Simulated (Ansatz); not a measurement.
System: zinc-blende AlSb. Method: r²SCAN+rVV10 (Ansatz, a first-principles code, plane waves, PAW).

Numerical settings: plane-wave cutoff 500 eV, 10×10×10 k mesh, gaussian smearing 0.02 eV, scalar-relativistic PAW data made under PBE.

Cell (relaxed at this level):

```
AlSb
1.0
    0.00000     3.07899     3.07899
    3.07899     0.00000     3.07899
    3.07899     3.07899     0.00000
Al Sb
1 1
Direct
  0.00000   0.00000   0.00000
  0.25000   0.25000   0.25000
```

Problem. Estimate the band gap that the calculation returns.

Solution. 
band gap: 1.46 eV (on the SCF k mesh)

Measured, for comparison: band gap 1.73 eV (zero-point renormalisation of 35 meV (experimental, the table's column) added back here, indirect; inputs from Miglio et al. (2020), arXiv:2011.12765).

Spin–orbit coupling is not included; with these elements it can move the gap by several tenths of an eV or more.

The computed numbers hold no vibrational or temperature effects.
